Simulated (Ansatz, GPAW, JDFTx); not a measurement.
# SiC: 3 runs at one level of theory

```xyz
2
Lattice="0.0000 2.1790 2.1790 2.1790 0.0000 2.1790 2.1790 2.1790 0.0000" Properties=species:S:1:pos:R:3 pbc="T T T"
Si    0.0000    0.0000    0.0000
C     3.2685    3.2685    3.2685
```

Alike in all runs: task single point; functional PBEsol; k mesh 10 × 10 × 10; occupations gaussian, width 0.02 eV; no spin polarisation; no spin-orbit coupling. Pressure is positive in compression and, in plane waves, holds the error of the finite cutoff.

| program and potentials | plane-wave cutoff (eV) | notes | band gap (eV) | pressure (GPa) |
| --- | --- | --- | --- | --- |
| Ansatz, all-electron LAPW, scalar-relativistic | - | - | ? | ? |
| JDFTx, PseudoDojo-SR-PBEsol-0.4.1-standard with smoothed tails | 1116 | - | 1.24 | -0.13 |
| GPAW, PAW data sets generated for this functional | 800 | - | 1.24 | 0.99 |

Estimate from the other rows what the run with Ansatz, all-electron LAPW, scalar-relativistic gave.

Band gap 1.24 eV; pressure -0.23 GPa. The other rows, which needn't bracket it: band gap 1.24; pressure -0.13 to 0.99.
